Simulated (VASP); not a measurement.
VASP 6.6.1, LDA single-point calculation, PbSe (rocksalt)

INCAR

```
EDIFF = 1E-7
NSW = 0
PREC = Accurate
NBANDS = 17
ENCUT = 520
LREAL = .FALSE.
LWAVE = .FALSE.
ISIF = 2
SIGMA = 0.01
NELM = 120
ISMEAR = 0
LCHARG = .FALSE.
LASPH = .TRUE.
IBRION = -1
GGA = CA
```

KPOINTS

```
KPOINTS created by Atomic Simulation Environment
0
Gamma
8 8 8
0 0 0
```

KPOINTS_OPT

```
special points
6
Reciprocal
0.0000000000 0.0000000000 0.0000000000 1
0.5000000000 0.0000000000 0.5000000000 1
0.5000000000 0.2500000000 0.7500000000 1
0.3750000000 0.3750000000 0.7500000000 1
0.5000000000 0.5000000000 0.5000000000 1
0.6250000000 0.2500000000 0.6250000000 1
```

POSCAR

```
Pb Se
 1.0000000000000000
     0.0000000000000000    3.0887022138622031    3.0887022138622031
     3.0887022138622031   -0.0000000000000000    3.0887022138622031
     3.0887022138622031    3.0887022138622031   -0.0000000000000000
 Pb  Se
   1   1
Cartesian
 -0.0000000000000000 -0.0000000000000000 -0.0000000000000000
  3.0887022138622031  3.0887022138622031  3.0887022138622031
```

VASP ran with the recommended LDA PAW datasets (20 valence electrons in the cell).

From OUTCAR

```
k-points           NKPTS =     29   k-points in BZ     NKDIM =     29   number of bands    NBANDS=     17

   NELECT =      20.0000    total number of electrons

   dimension x,y,z NGX =    32 NGY =   32 NGZ =   32
   dimension x,y,z NGXF=    64 NGYF=   64 NGZF=   64

  energy-cutoff  :      520.00
  volume of cell :       58.93
      direct lattice vectors                 reciprocal lattice vectors
     0.000000000  3.088702214  3.088702214    -0.161880287  0.161880287  0.161880287
     3.088702214  0.000000000  3.088702214     0.161880287 -0.161880287  0.161880287
     3.088702214  3.088702214  0.000000000     0.161880287  0.161880287 -0.161880287

 k-points in reciprocal lattice and weights: KPOINTS created by Atomic Simulation Env
   0.00000000  0.00000000  0.00000000       0.002
   0.12500000  0.00000000  0.00000000       0.016
   0.25000000  0.00000000  0.00000000       0.016
   0.37500000  0.00000000  0.00000000       0.016
   0.50000000  0.00000000  0.00000000       0.008
   0.12500000  0.12500000  0.00000000       0.012
   0.25000000  0.12500000  0.00000000       0.047
   0.37500000  0.12500000  0.00000000       0.047
   ...

 E-fermi :   4.6694

 k-point     1 :       0.0000    0.0000    0.0000
  band No.  band energies     occupation
      1     -12.1627      2.00000
      2     -12.1627      2.00000
      3     -12.1622      2.00000
      4     -12.1622      2.00000
      5     -12.1622      2.00000
      6      -8.8174      2.00000
      7      -1.8543      2.00000
      8       2.8239      2.00000
      9       2.8239      2.00000
     10       2.8239      2.00000
     11       9.1087      0.00000
     12       9.1087      0.00000
     13       9.1087      0.00000
     14      11.1000      0.00000
     15      11.1000      0.00000
     16      11.1000      0.00000
     17      12.6785      0.00000

 k-point     2 :       0.1250    0.0000    0.0000
  band No.  band energies     occupation
      1     -12.1658      2.00000
      2     -12.1658      2.00000
      3     -12.1616      2.00000
      4     -12.1578      2.00000
      5     -12.1578      2.00000
      6      -8.7042      2.00000
      7      -2.2046      2.00000
      8       2.8638      2.00000
      9       2.8638      2.00000
     10       3.0607      2.00000
     11       8.0900      0.00000
     12       8.4811      0.00000
     13       8.4811      0.00000
     14      10.8768      0.00000
     15      11.4326      0.00000
     16      11.4326      0.00000
     17      13.6837      0.00000

 k-point     3 :       0.2500    0.0000    0.0000
  band No.  band energies     occupation
      1     -12.1735      2.00000
      2     -12.1735      2.00000
      3     -12.1604      2.00000
      4     -12.1471      2.00000
      5     -12.1471      2.00000
      6      -8.3945      2.00000
      7      -2.9969      2.00000
      8       2.9812      2.00000
      9       2.9812      2.00000
     10       3.5526      2.00000
     11       6.6396      0.00000
     12       7.4092      0.00000
     13       7.4092      0.00000
     14      11.0384      0.00000
     15      12.2845      0.00000
     16      12.2845      0.00000
     17      15.5223      0.00000

 k-point     4 :       0.3750    0.0000    0.0000
  band No.  band energies     occupation
      1     -12.1811      2.00000
      2     -12.1811      2.00000
      3     -12.1594      2.00000
      4     -12.1364      2.00000
      5     -12.1364      2.00000
      6      -8.0063      2.00000
      7      -3.7883      2.00000
      8       3.1410      2.00000
      9       3.1410      2.00000
     10       4.0690      2.00000
     11       5.4983      0.00000
     12       6.5598      0.00000
     13       6.5598      0.00000
     14      11.9439      0.00000
     15      13.5670      0.00000
     16      13.5670      0.00000
     17      15.8019      0.00000

 k-point     5 :       0.5000    0.0000    0.0000
  band No.  band energies     occupation
      1     -12.1843      2.00000
      2     -12.1843      2.00000
      3     -12.1591      2.00000
      4     -12.1319      2.00000
      5     -12.1319      2.00000
      6      -7.8070      2.00000
      7      -4.1389      2.00000
      8       3.2265      2.00000
      9       3.2265      2.00000
     10       4.5492      2.00000
     11       4.7966      0.00000
     12       6.2303      0.00000
     13       6.2303      0.00000
     14      12.9463      0.00000
     15      14.5964      0.00000
     16      14.7300      0.00000
     17      14.7300      0.00000

 k-point     6 :       0.1250    0.1250    0.0000
  band No.  band energies     occupation
      1     -12.1717      2.00000
      2     -12.1646      2.00000
      3     -12.1601      2.00000
      4     -12.1564      2.00000
      5     -12.1564      2.00000
      6      -8.6651      2.00000
      7      -2.2553      2.00000
      8       2.6039      2.00000
      9       2.6039      2.00000
     10       3.5576      2.00000
     11       7.1274      0.00000
     12       8.9899      0.00000
     13       8.9899      0.00000
     14      10.1611      0.00000
     15      12.0502      0.00000
     16      12.0502      0.00000
     17      13.1754      0.00000

 k-point     7 :       0.2500    0.1250    0.0000
  band No.  band energies     occupation
      1     -12.1830      2.00000
      2     -12.1645      2.00000
      3     -12.1636      2.00000
      4     -12.1498      2.00000
      5     -12.1457      2.00000
      6      -8.4172      2.00000
      7      -2.7831      2.00000
      8       2.4835      2.00000
      9       2.5393      2.00000
     10       3.8241      2.00000
     11       6.2409      0.00000
     12       8.3002      0.00000
     13       8.5057      0.00000
     14      10.1504      0.00000
     15      12.5585      0.00000
     16      12.9418      0.00000
     17      14.4297      0.00000

 k-point     8 :       0.3750    0.1250    0.0000
  band No.  band energies     occupation
      1     -12.1928      2.00000
      2     -12.1712      2.00000
      3     -12.1607      2.00000
      4     -12.1428      2.00000
      5     -12.1349      2.00000
      6      -8.0463      2.00000
      7      -3.4987      2.00000
      8       2.5588      2.00000
      9       2.5754      2.00000
     10       3.5588      2.00000
     11       6.0514      0.00000
     12       7.5080      0.00000
     13       7.6284      0.00000
     14      10.8031      0.00000
     15      13.4578      0.00000
     16      14.1415      0.00000
     17      15.6991      0.00000

 k-point     9 :       0.5000    0.1250    0.0000
  band No.  band energies     occupation
      1     -12.1957      2.00000
      2     -12.1780      2.00000
      3     -12.1570      2.00000
      4     -12.1377      2.00000
      5     -12.1309      2.00000
      6      -7.7635      2.00000
      7      -3.9877      2.00000
      8       2.3432      2.00000
      9       2.8213      2.00000
     10       3.5941      2.00000
     11       5.8120      0.00000
     12       6.8617      0.00000
     13       7.3869      0.00000
     14      12.0447      0.00000
     15      14.0976      0.00000
     16      14.8532      0.00000
     17      14.9990      0.00000

 k-point    10 :      -0.3750    0.1250    0.0000
  band No.  band energies     occupation
      1     -12.1902      2.00000
      2     -12.1802      2.00000
      3     -12.1564      2.00000
      4     -12.1364      2.00000
      5     -12.1358      2.00000
      6      -7.8312      2.00000
      7      -3.8955      2.00000
      8       2.0644      2.00000
      9       3.1530      2.00000
     10       4.0333      2.00000
     11       5.4407      0.00000
     12       6.4544      0.00000
     13       7.8161      0.00000
     14      12.2062      0.00000
     15      13.4105      0.00000
     16      14.2723      0.00000
     17      15.3815      0.00000

 k-point    11 :      -0.2500    0.1250    0.0000
  band No.  band energies     occupation
      1     -12.1792      2.00000
      2     -12.1769      2.00000
      3     -12.1587      2.00000
      4     -12.1464      2.00000
      5     -12.1405      2.00000
      6      -8.1780      2.00000
      7      -3.3127      2.00000
      8       2.0505      2.00000
      9       3.3028      2.00000
     10       4.1400      2.00000
     11       5.7030      0.00000
     12       6.6413      0.00000
     13       8.3618      0.00000
     14      11.3807      0.00000
     15      12.1779      0.00000
     16      13.9415      0.00000
     17      14.9061      0.00000

 ...

  Total       -1.2042960     -1.2042960     -1.2042960      0.0000000      0.0000000      0.0000000
  in kB      -32.7405315    -32.7405315    -32.7405315      0.0000000      0.0000000      0.0000000
  external PRESSURE =     -32.7405315 kB  Pullay stress =       0.0000000 kB

 POSITION                                       TOTAL-FORCE (eV/Angst)
 -----------------------------------------------------------------------------------
      0.00000      0.00000      0.00000         0.000000     -0.000000      0.000000
      3.08870      3.08870      3.08870         0.000000      0.000000     -0.000000
 -----------------------------------------------------------------------------------
    total drift:                                0.000000     -0.000000     -0.000000

  FREE ENERGIE OF THE ION-ELECTRON SYSTEM (eV)
  ---------------------------------------------------
  free  energy   TOTEN  =        -9.4193898859 eV

  energy  without entropy=       -9.4193898859  energy(sigma->0) =       -9.41938989
```

```
gap between bands v and c : 0.25 eV
least direct gap          : 0.25 eV
pressure                  : -3.3 GPa
```

Band v is the last that the valence electrons fill when counted band by band, and c is the next.
